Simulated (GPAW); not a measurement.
# Calculated records

**SnO2 (1T monolayer): G0W0 with GPAW, start to end**

The cell holds 3 atoms: 1 Sn and 2 O. Cell: a = 3.154 Å, b = 3.154 Å, c = 13.400 Å, α = 90.0°, β = 90.0°, γ = 120.0°. Vacuum lies along c.

```xyz
3
Lattice="3.1538 0.0000 0.0000 -1.5769 2.7313 0.0000 0.0000 0.0000 13.4000" Properties=species:S:1:pos:R:3
Sn    0.0000    0.0000    6.7000
O     0.0000    1.8208    7.6885
O     1.5769    0.9104    5.7115
```

```yaml
method: DFT, LDA, plane waves, PAW (and 1 further level or step)
program: GPAW 26.7.0
settings: cutoff 600 eV, GPAW PAW setups 1.2.1 data release, 9×9×1 k-mesh, nbands 197
cost: 3 runs, 3.7 min in all on 4 MPI ranks of Arm Neoverse V1, shared host
notes: The structure was relaxed with LDA. Limits: no spin-orbit coupling.
lda_gap: 2.99 eV, indirect
g0w0_gap_on_the_mesh: 5.95 eV
gw_settings: 9×9×1 mesh, 87 bands, screening to 48 eV, full frequency, Hilbert transform
known_limits: short of the basis limit; no spin-orbit coupling
```

G0W0 moves the gap on the mesh from 3.01 eV to 5.95 eV (+2.94 eV), with Z of 0.77 and 0.84 at the edges. Bands and cutoff are finite, so the gap stands short of the basis limit, usually by up to a few tenths of an eV; the mesh is an error of its own.

[Long decimals in the printed logs are rounded to 6 places.]

[Logs are printed without paths, hosts, clocks, repeated set-up lines and the standing remarks that a program may print on its own settings, such as how far it seeks lower states.]

[Paths, hosts, dates, memory and timing lines, banners, echoed tables and standing remarks are left out of the program output; an Ansatz launch command may be rebuilt from the run's recorded settings. Measured values are a selection of at most five: reports struck by readers or far from the other reports are left out. None is set beside runs whose start may be inverted or whose files or cutoffs have a known fault.]

[Runs of the session that timed out or met a known fault of the program may be left out.]

[Hosts, paths, dates, database ids (printed as entryN), source tags and the programs' standing remarks are cut or masked in the printed files.]

[Where the starting crystal was built by hand or by swapping elements, it need not be the compound's stable phase.]
